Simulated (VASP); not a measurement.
# La2O3 (P321) in VASP: a series of runs

The runs below take La2O3 through relaxation of cell and atoms, atomic charges, with LDA, PBE.

Everything below comes from runs of VASP 6.6.1. Logs are shortened: lines on timing, memory, paths and dates and some standing lists are left out, and cuts for length are marked.

### 1 The crystal as given

Symmetry: P321, No. 150, trigonal system. Conventional cell: a = 6.370 Å, b = 6.370 Å, c = 3.290 Å, α = 90.00°, β = 90.00°, γ = 120.00°. La (site symmetry 3) has 6 O at 2.46 to 2.47 Å as nearest neighbours. O (site symmetry 2) is surrounded by 4 La at 2.46 to 2.47 Å.

The cell comes from a database or a generator and needn't be the stable form of this composition.

### 2 Relaxation of cell and atoms, LDA

File INCAR:

```
PREC = Accurate ; ENCUT = 600
EDIFF = 1E-7 ; ISMEAR = 0
SIGMA = 0.02 ; LREAL = False
LASPH = True ; NELM = 60
ALGO = Normal ; ISIF = 3
LWAVE = False ; LCHARG = False
GGA = CA ; IBRION = 2
NSW = 60 ; EDIFFG = -0.005
KPAR = 2
```

File KPOINTS:

```
regular mesh
0
Gamma
  4 4 8
```

File POSCAR:

```
La2O3
1.0
    6.3702727145      0.0000000000      0.0000000000
   -3.1851363572      5.5168179998      0.0000000000
    0.0000000000      0.0000000000      3.2898942108
La O
2 3
Direct
    0.6666666667      0.3333333333      0.4981030000
    0.3333333333      0.6666666667      0.5018970000
    0.5046070000      0.0000000000      0.0000000000
    0.0000000000      0.5046070000      0.0000000000
    0.4953930000      0.4953930000      0.0000000000
```

Potentials or basis: VASP PAW LDA potentials, release 64 (La, O).

Command:

```console
$ cat potpaw_LDA.64/La/POTCAR potpaw_LDA.64/O/POTCAR > POTCAR
$ mpirun -np 2 vasp_std > vasp.out
```

OUTCAR:

```text
PREC = Accurate
   ENCUT = 600
   EDIFF = 1E-7
   ISMEAR = 0
   LREAL = False
   LASPH = True
   NELM = 60
   ISIF = 3
   GGA = CA
   IBRION = 2
   NSW = 60
   EDIFFG = -0.005

 ion  position               nearest neighbor table
   1  0.667  0.333  0.498-   3 2.46   4 2.46   5 2.46   3 2.47   4 2.47   5 2.47   2 3.68   2 3.68
                             2 3.68
   2  0.333  0.667  0.502-   4 2.46   3 2.46   5 2.46   4 2.47   3 2.47   5 2.47   1 3.68   1 3.68
                             1 3.68
   3  0.505  0.000  0.000-   1 2.46   2 2.46   1 2.47   2 2.47
   4  0.000  0.505  0.000-   2 2.46   1 2.46   2 2.47   1 2.47
   5  0.495  0.495  0.000-   2 2.46   1 2.46   2 2.47   1 2.47

  LATTYP: Found a hexagonal cell.
 ALAT       =     6.3702727145
 C/A-ratio  =     0.5164447989

  Lattice vectors:

 A1 = (   6.3702727145,   0.0000000000,   0.0000000000)
 A2 = (  -3.1851363572,   5.5168179998,   0.0000000000)
 A3 = (   0.0000000000,   0.0000000000,   3.2898942108)

Analysis of symmetry for initial positions (statically):
=====================================================================
 Subroutine PRICEL returns:
 Original cell was already a primitive cell.

 Routine SETGRP: Setting up the symmetry group for a
 hexagonal supercell.

 Subroutine GETGRP returns: Found  6 space group operations
 (whereof  6 operations were pure point group operations)
 out of a pool of 24 trial point group operations.

The static configuration has the point symmetry D_3 .

Analysis of symmetry for dynamics (positions and initial velocities):
=====================================================================
 Subroutine PRICEL returns:
 Original cell was already a primitive cell.

 Routine SETGRP: Setting up the symmetry group for a
 hexagonal supercell.

 Subroutine GETGRP returns: Found  6 space group operations
 (whereof  6 operations were pure point group operations)
 out of a pool of 24 trial point group operations.

The dynamic configuration has the point symmetry D_3 .

 Subroutine INISYM returns: Found  6 space group operations
 (whereof  6 operations are pure point group operations),
 and found     1 'primitive' translations

----------------------------------------------------------------------------------------

                                     Primitive cell

  volume of cell :     115.6188

  direct lattice vectors                    reciprocal lattice vectors
     6.370272715  0.000000000  0.000000000     0.156979151  0.090631955  0.000000000
    -3.185136357  5.516818000  0.000000000     0.000000000  0.181263910  0.000000000
     0.000000000  0.000000000  3.289894211     0.000000000  0.000000000  0.303961142

  length of vectors
     6.370272715  6.370272714  3.289894211     0.181263910  0.181263910  0.303961142

  position of ions in fractional coordinates (direct lattice)
     0.666666667  0.333333333  0.498103000
     0.333333333  0.666666667  0.501897000
     0.504607000  0.000000000  0.000000000
     0.000000000  0.504607000  0.000000000
     0.495393000  0.495393000  0.000000000

  ion indices of the primitive-cell ions
   primitive index   ion index
                 1           1
                 2           2
                 3           3
                 4           4
                 5           5

----------------------------------------------------------------------------------------

 KPOINTS: regular mesh

Automatic generation of k-mesh.
 Grid dimensions read from file:
 generate k-points for:    4    4    8

 Generating k-lattice:

  Cartesian coordinates                     Fractional coordinates (reciprocal lattice)
     0.039244788  0.022657989  0.000000000     0.250000000  0.000000000  0.000000000
     0.000000000  0.045315977  0.000000000     0.000000000  0.250000000  0.000000000
     0.000000000  0.000000000  0.037995143     0.000000000  0.000000000  0.125000000

  Length of vectors
     0.045315977  0.045315977  0.037995143

  Shift w.r.t. Gamma in fractional coordinates (k-lattice)
     0.000000000  0.000000000  0.000000000

 Subroutine IBZKPT returns following result:
 ===========================================

 Found     23 irreducible k-points:

 Following reciprocal coordinates:
            Coordinates               Weight
  0.000000  0.000000  0.000000      1.000000
  0.250000 -0.000000  0.000000      6.000000
  0.500000 -0.000000  0.000000      3.000000
  0.250000  0.250000  0.000000      6.000000
  0.000000  0.000000  0.125000      2.000000
  0.250000 -0.000000  0.125000      6.000000
[... 15 lines left out ...]
  0.500000 -0.000000  0.500000      3.000000
  0.250000  0.250000  0.500000      6.000000
   k-points           NKPTS =     23   k-points in BZ     NKDIM =     23   number of bands    NBANDS=     24
   number of dos      NEDOS =    301   number of ions     NIONS =      5
   total plane-waves  NPLWV =  81648
   dimension x,y,z NGX =    54 NGY =   54 NGZ =   28
   dimension x,y,z NGXF=   108 NGYF=  108 NGZF=   56
   ions per type =               2   3
   NGX,Y,Z   is equivalent  to a cutoff of  14.09, 14.09, 14.15 a.u.
   NGXF,Y,Z  is equivalent  to a cutoff of  28.18, 28.18, 28.30 a.u.
 SYSTEM =  unknown system
   PREC   = accura    normal or accurate (medium, high low for compatibility)
   ISTART =      0    job   : 0-new  1-cont  2-samecut
   ICHARG =      2    charge: 1-file 2-atom 10-const
   ISPIN  =      1    spin polarized calculation?
   LNONCOLLINEAR =      F non collinear calculations
   LSORBIT =      F    spin-orbit coupling
   LASPH  =      T    aspherical Exc in radial PAW
   ENCUT  =  600.0 eV  44.10 Ry    6.64 a.u.  12.72 12.72  6.57*2*pi/ulx,y,z
   NELM   =     60;   NELMIN=  2; NELMDL= -5     # of ELM steps
   EDIFF  = 0.1E-06   stopping-criterion for ELM
   LREAL  =      F    real-space projection
   EDIFFG = -.5E-02   stopping-criterion for IOM
   NSW    =     60    number of steps for IOM
   IBRION =      2    ionic relax: 0-MD 1-quasi-New 2-CG
   NFREE  =      1    steps in history (QN), initial steepest desc. (CG)
   ISIF   =      3    stress and relaxation
   ISYM   =      2    0-nonsym 1-usesym 2-fastsym
   POTIM  = 0.5000    time-step for ionic-motion
   TEBEG  =    0.0;   TEEND  =   0.0 temperature during run
   PSTRESS=    0.0 pullay stress
   NELECT =      40.0000    total number of electrons
   NUPDOWN=      -1.0000    fix difference up-down
   EMIN   =  10.00;   EMAX   =-10.00  energy-range for DOS
   EFERMI =   0.00;   METHOD = LEGACY
   ISMEAR =     0;   SIGMA  =   0.02  broadening in eV -4-tet -1-fermi 0-gaus
   EFERMI_NEDOS =   21; number of points for ismear=-14 and -15
   IALGO  =     38    algorithm
   IMIX   =      4    mixing-type and parameters
     AMIX     =   0.40;   BMIX     =  1.00
     AMIX_MAG =   1.60;   BMIX_MAG =  1.00
  volume/ion in A,a.u.               =      23.12       156.05
  Fermi-wavevector in a.u.,A,eV,Ry     =   1.149261  2.171788 17.970583  1.320801
  Thomas-Fermi vector in A             =   2.285931
   LORBIT       =      0    0 simple, 1 ext, 2 COOP (PROOUT), +10 PAW based schemes
   GGA     = CA    functional components
   LHFCALC =     F    Hartree Fock is set to
   AEXX    =    0.0000 exact exchange contribution
   IVDW    =     0    specifies the selected vdW correction
   LEPSILON=     F    determine dielectric tensor
   LRPA    =     F    only Hartree local field effects (RPA)
 conjugate gradient relaxation of ions
 non-spin polarized calculation
 Gauss-broadening in eV      SIGMA  =   0.02
  energy-cutoff  :      600.00
  volume of cell :      115.62
 maximum number of plane-waves:      3888
 NGX is ok and might be reduce to    54
   NGX = 25   NGY = 25   NGZ = 13

--------------------------------------- Ionic step        1  -------------------------------------------

 number of electron      40.0000005 magnetization

 Free energy of the ion-electron system (eV)
  ---------------------------------------------------
  ext. energy  EPLUGINS =         0.00000000
  ---------------------------------------------------
  free energy    TOTEN  =       -44.34810827 eV

  energy without entropy =      -44.34810827  energy(sigma->0) =      -44.34810827

------------------------ aborting loop because EDIFF is reached ----------------------------------------

  FORCE on cell =-STRESS in cart. coord.  units (eV):
  Direction    XX          YY          ZZ          XY          YZ          ZX
  --------------------------------------------------------------------------------------
  -------------------------------------------------------------------------------------
  Total       -3.2343933     -3.2343933     -5.0614274     -0.0000000     -0.0000000      0.0000000
  in kB      -44.8203042    -44.8203042    -70.1382583     -0.0000000     -0.0000000      0.0000000
  external PRESSURE =     -53.2596223 kB  Pullay stress =       0.0000000 kB
[... 98 lines left out ...]
  FREE ENERGIE OF THE ION-ELECTRON SYSTEM (eV)
  ---------------------------------------------------
  free  energy   TOTEN  =       -44.4557139313 eV

  energy  without entropy=      -44.4557139313  energy(sigma->0) =      -44.45571393

[... ionic steps 4 to 18 ...]

--------------------------------------- Ionic step       19  -------------------------------------------

 number of electron      40.0000006 magnetization

------------------------ aborting loop because EDIFF is reached ----------------------------------------

  FORCE on cell =-STRESS in cart. coord.  units (eV):
  Direction    XX          YY          ZZ          XY          YZ          ZX
  --------------------------------------------------------------------------------------
  -------------------------------------------------------------------------------------
  Total        0.0202196      0.0202196     -0.0035508      0.0000000      0.0000000      0.0000000
  in kB        0.2965794      0.2965794     -0.0520829      0.0000000      0.0000000      0.0000000
  external PRESSURE =       0.1803586 kB  Pullay stress =       0.0000000 kB
[... 63 lines left out ...]
  energy  without entropy=      -44.4606176208  energy(sigma->0) =      -44.46061762

--------------------------------------- Ionic step       21  -------------------------------------------

 number of electron      40.0000006 magnetization

 Free energy of the ion-electron system (eV)
  ---------------------------------------------------
  ext. energy  EPLUGINS =         0.00000000
  ---------------------------------------------------
  free energy    TOTEN  =       -44.46062693 eV

  energy without entropy =      -44.46062693  energy(sigma->0) =      -44.46062693

 E-fermi :   3.5784     XC(G=0):  -8.9138

 val. band max:        3.4243431013   @ k =   0.0000   0.0000   0.5000
 cond. band min:       4.6158944519   @ k =   0.0000   0.0000   0.0000
 fundamental gap:      1.1915513506
 Fermi energy:         3.5783804357

 k-point     1 :       0.0000    0.0000    0.0000
  band No.  band energies     occupation
      1     -27.0133      2.00000
      2     -26.7616      2.00000
      3     -14.1804      2.00000
      4     -14.1804      2.00000
      5     -12.3101      2.00000
      6     -10.5913      2.00000
[... 642 lines left out ...]
  FREE ENERGIE OF THE ION-ELECTRON SYSTEM (eV)
  ---------------------------------------------------
  free  energy   TOTEN  =       -44.4606269341 eV

  energy  without entropy=      -44.4606269341  energy(sigma->0) =      -44.46062693

 reached required accuracy - stopping structural energy minimisation
```

Wall time 13 min (2 MPI ranks of AMD EPYC 7R13 (Zen 3), shared host); peak memory 0.25 GiB.

What came out:

- Free energy: -44.4606 eV
- Relaxed volume: 21.85 Å³/atom
- Relaxed cell: a = 6.250 Å, b = 6.250 Å, c = 3.230 Å, α = 90.00°, β = 90.00°, γ = 120.00°
- Space group after relaxing (to 0.05 Å): P6/mmm (No. 191)
- Energy gained by relaxing: 22.5 meV/atom
- Ionic steps: 21
- Pressure after relaxing: 0.0 GPa
- Largest force after relaxing: 0.003 eV/Å
- Band gap on the k mesh: 1.19 eV, indirect (least direct gap 1.82 eV)

Forces in eV/Å, atoms in the order of the input:
```
La   0.000  0.000  0.000
La   0.000  0.000  0.000
O   -0.003  0.000  0.000
O    0.002 -0.003  0.000
O    0.002  0.003  0.000
```

The path:
```csv
step,energy change (eV),largest force (eV/Å),pressure (GPa),volume (Å³)
1,0.0000,0.0510,-5.33,115.62
2,0.0545,0.0316,7.62,103.22
3,-0.1076,0.0356,-0.25,109.83
4,-0.1076,0.0352,-0.13,109.72
5,-0.1111,0.0317,0.02,109.26
6,-0.1112,0.0311,0.04,109.18
7,-0.1114,0.0298,-0.03,109.26
8,-0.1115,0.0264,-0.19,109.42
9,-0.1116,0.0259,-0.18,109.41
10,-0.1118,0.0240,-0.14,109.38
11,-0.1120,0.0200,-0.07,109.32
12,-0.1123,0.0129,0.07,109.21
13,-0.1123,0.0115,0.10,109.19
14,-0.1124,0.0151,0.04,109.24
15,-0.1124,0.0178,0.00,109.28
16,-0.1124,0.0181,-0.01,109.29
17,-0.1124,0.0164,-0.01,109.27
18,-0.1125,0.0114,0.00,109.23
19,-0.1125,0.0086,0.02,109.23
20,-0.1125,0.0033,0.04,109.22
21,-0.1125,0.0030,-0.01,109.27
```

Final structure:
```
La O
1.0
     6.24961    0.00000    0.00000
    -3.12480    5.41232    0.00000
     0.00000    0.00000    3.23047
La O
2 3
Direct
  0.66667 0.33333 0.50000
  0.33333 0.66667 0.50000
  0.50039 0.00000 0.00000
  0.00000 0.50039 0.00000
  0.49961 0.49961 0.00000
```

Levels at points of the mesh, in eV from the valence-band top:
| k point | band 16 | band 17 | band 18 | band 19 | band 20 | band 21 | band 22 | band 23 | band 24 |
| --- | --- | --- | --- | --- | --- | --- | --- | --- | --- |
| (0.00, 0.00, 0.00) | -2.26 | -1.19 | -1.19 | -0.99 | -0.62 | 1.19 | 3.19 | 3.80 | 3.80 |
| (0.50, 0.00, 0.00) | -1.95 | -1.89 | -1.48 | -1.29 | -1.14 | 2.38 | 3.22 | 4.08 | 4.16 |
| (0.00, 0.00, 0.50) | -1.65 | -1.48 | -1.48 | -0.56 | 0.00 | 4.13 | 4.16 | 4.24 | 4.26 |
| (0.50, 0.00, 0.50) | -2.07 | -1.78 | -1.67 | -0.94 | -0.78 | 4.15 | 4.23 | 4.28 | 4.28 |

Caveat: spin-orbit coupling is left out, which moves the levels of the heavy elements.

### 3 Atomic charges, PBE

File INCAR:

```
PREC = Accurate
ENCUT = 520
EDIFF = 1E-6
ISMEAR = 0
SIGMA = 0.02
LREAL = False
LASPH = True
NELM = 80
ALGO = Normal
ISIF = 2
LWAVE = False
LCHARG = True
GGA = PE
LORBIT = 11
LELF = True
LVHAR = True
```

File KPOINTS:

```
Automatic mesh
0
Gamma
  5 5 8
```

POSCAR is that of step 2.

Potentials or basis: VASP PAW PBE potentials, release 64 (La, O).

Command:

```console
$ cat potpaw_PBE.64/La/POTCAR potpaw_PBE.64/O/POTCAR > POTCAR
$ mpirun -np 1 vasp_std > vasp.out
```

Run time: 2.1 min. Hardware: 1 thread of AMD EPYC 7R43 (Zen 3), shared host; peak memory 0.23 GiB.

The run converged. Its results:

```yaml
Free_energy: -40.7780 eV
Pressure: -0.3 GPa
Largest_force: 0.036 eV/Å
Band_gap_on_the_k_mesh: 1.64 eV, indirect (least direct gap 2.08 eV)
Valence_electrons_inside_the_program's_atomic_spheres: La 8.59; O 4.99
```

Forces in eV/Å, atoms in the order of the input:
```
La   0.000  0.000  0.010
La   0.000  0.000 -0.010
O   -0.036  0.000  0.000
O    0.018 -0.031  0.000
O    0.018  0.031  0.000
```

Stress tensor (GPa, compression positive):
```
-0.21  0.00  0.00
 0.00 -0.21  0.00
 0.00  0.00 -0.50
```

Levels at points of the mesh, in eV from the valence-band top:
| k point | band 18 | band 19 | band 20 | band 21 | band 22 | band 23 |
| --- | --- | --- | --- | --- | --- | --- |
| (0.00, 0.00, 0.00) | -0.94 | -0.63 | -0.43 | 1.64 | 3.51 | 4.00 |
| (0.00, 0.00, 0.50) | -1.08 | -0.25 | 0.00 | 4.28 | 4.34 | 4.36 |

Caveat: spin-orbit coupling is left out, which moves the levels of the heavy elements; an odd mesh through Γ misses points on the zone boundary, where band edges often lie.
